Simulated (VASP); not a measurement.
Input of a VASP 6.6.1 run:

File INCAR:

```
SYSTEM = PtSe2
PREC     = Accurate       ! precision mode
ENCUT    = 520            ! plane-wave cutoff, eV
EDIFF    = 1E-8           ! SCF threshold, eV
ISMEAR   = 0              ! smearing method
SIGMA    = 0.02           ! smearing width, eV
LREAL    = .False.        ! projectors in reciprocal space
LASPH    = .True.         ! aspherical terms in the spheres
NELM     = 80             ! most SCF steps
ALGO     = Fast           ! electronic algorithm
ISIF     = 2              ! what is computed and relaxed
LWAVE    = .False.        ! write WAVECAR
LCHARG   = .False.        ! write CHGCAR
GGA      = PE             ! functional
IVDW     = 13             ! dispersion correction
NBANDS   = 18             ! bands
IBRION   = 6              ! ionic algorithm
NFREE    = 2            
POTIM    = 0.015          ! step
NSW      = 1              ! ionic steps
KPAR     = 4
```

File KPOINTS:

```
Automatic mesh
0
Gamma
  9 9 6
  0 0 0
```

Contents of POSCAR:

```
PtSe2                                   
1.0
    3.7706633059     -0.0000000000      0.0000000000
   -1.8853316529      3.2654902082     -0.0000000000
    0.0000000000      0.0000000000      4.8240881461
  Pt              Se            
     1     2
Direct
     0.0000000000000000    0.0000000000000000    0.0000000000000000
     0.3333333300000021    0.6666666699999979    0.2659116943008313
     0.6666666699999979    0.3333333300000021    0.7340883056991688
```

Potentials or basis: VASP PAW PBE potentials, release 64 (Pt, Se).

Command:

```sh
$ cat potpaw_PBE.64/Pt/POTCAR potpaw_PBE.64/Se/POTCAR > POTCAR
$ mpirun -np 4 vasp_std > vasp.out
```

(1) Predict the highest phonon frequency at Γ.

(2) Predict the dispersion energy per atom.

Answers

(1) 217 cm⁻¹.

(2) -0.513 eV.
